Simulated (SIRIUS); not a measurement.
KI under changes of volume

One of the cells (44.973 Å³/atom); the others are scaled copies at fixed shape and fractional positions:

```
CELL_PARAMETERS angstrom
0.00000 3.55617 3.55617
3.55617 0.00000 3.55617
3.55617 3.55617 0.00000
ATOMIC_POSITIONS crystal
I 0.50000 0.50000 0.50000
K 0.00000 0.00000 0.00000
```

| Item | Value |
| --- | --- |
| Program | SIRIUS 7.10.0 |
| Functional | PBE |
| Potentials or basis | PseudoDojo 0.4.1 PBE standard (scalar relativistic) |
| Cutoff | 1030 eV |
| Density cutoff | 4119 eV |
| k mesh | 7 × 7 × 7 |
| Occupations | fermi-dirac, width 0.05 eV |
| Spin | no spin polarisation |

```tsv
volume (Å³/atom)	energy over the lowest point (meV/atom)	pressure (GPa)	gap on the mesh (eV)
41.445	20.71	1.5	4.11
42.327	13.27	1.2	4.06
43.209	?	?	?
44.973	1.21	0.3	3.92
45.854	0.02	0.1	3.87
46.736	0.00	-0.1	3.83
```

Problem. What does the run at 43.209 Å³/atom give?

Solution. Energy over the lowest point 7.67 meV/atom; pressure 0.9 GPa; gap on the mesh 4.01 eV.

Worked out: A Birch-Murnaghan fit of order 3 (a polynomial in V^(-2/3)) to the other rows has its minimum at 46.31 Å³/atom with B0 = V·E''(V) = 10.5 GPa and B' = 4.9. It gives 7.67 meV/atom at 43.209 Å³/atom, against the run's 7.67, and -dE/dV = 0.9 GPa, against 0.9. A straight line through the other rows of the gap, of slope -2.34 eV per unit of ln V, gives 4.01 eV, against the run's 4.01.

Energies are extrapolated to zero smearing.

Caveats: spin-orbit coupling is left out, which moves the levels of the heavy elements; an odd mesh through Γ misses points on the zone boundary, where band edges often lie.
